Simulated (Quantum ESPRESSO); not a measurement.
The system is KI.

```
CELL_PARAMETERS angstrom
0.00000 3.53277 3.53277
3.53277 0.00000 3.53277
3.53277 3.53277 0.00000
ATOMIC_POSITIONS crystal
I 0.50000 0.50000 0.50000
K 0.00000 0.00000 0.00000
```

Base run:

- Program: Quantum ESPRESSO 7.5
- Functional: BLYP
- Potentials or basis: PseudoDojo 0.4.1 SR PBE standard
- Cutoff: 1007 eV
- Density cutoff: 4027 eV
- k mesh: 6 × 6 × 6, shifted
- Occupations: fermi-dirac, width 0.05 eV
- Spin: no spin polarisation

Its results: pressure 1.4 GPa; electronic dielectric tensor (diagonal) 2.84.

**Question.** The run is repeated on the same cell with these changes: functional from BLYP to PBEsol; potentials or basis from PseudoDojo 0.4.1 SR PBE standard to PseudoDojo 0.4.1 SR PBEsol standard. What comes out?

**Answer.** Pressure -0.3 GPa; electronic dielectric tensor (diagonal) 2.91.

Caveats: the potentials were made for another functional, which shifts forces and pressure (some runs).
